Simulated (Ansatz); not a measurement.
A run of Ansatz 0.2.0 is set up as follows.

File input.yaml:

```yaml
crystal:
  lattice:
    - [0.0, 2.325, 2.325]
    - [2.325, 0.0, 2.325]
    - [2.325, 2.325, 0.0]
  atoms:
    - { symbol: Hf, position: [0.5, 0.5, 0.5] }
    - { symbol: C, position: [0.0, 0.0, 0.0] }
hamiltonian:
  xc: pbesol
  pseudopotentials: { kind: paw }
kpoints:
  mp_grid: { grid: [10, 10, 10] }
scf:
  occupations: { method: gaussian, width: 0.05 }
output:
  forces: true
  stress: true
  eigenvalues: true
```

Potentials or basis: Ansatz PAW.

Command:

```console
$ ansatz run input.yaml --threads 2 --pin off --max-ram 5632MiB --backend cpu --events-out ev --progress --plain --runs-dir out
```

Problem. What does it give for the band gap on the k mesh?

Solution. None (metal or under the smearing width).

Problem. Predict the pressure.

Solution. -6.5 GPa.

Caveat: the PAW data sets come from PBE, with cores solved anew for the run's functional, which leaves a small shift of forces and pressure. The run has no spin-orbit coupling, so splittings on Hf are missing.
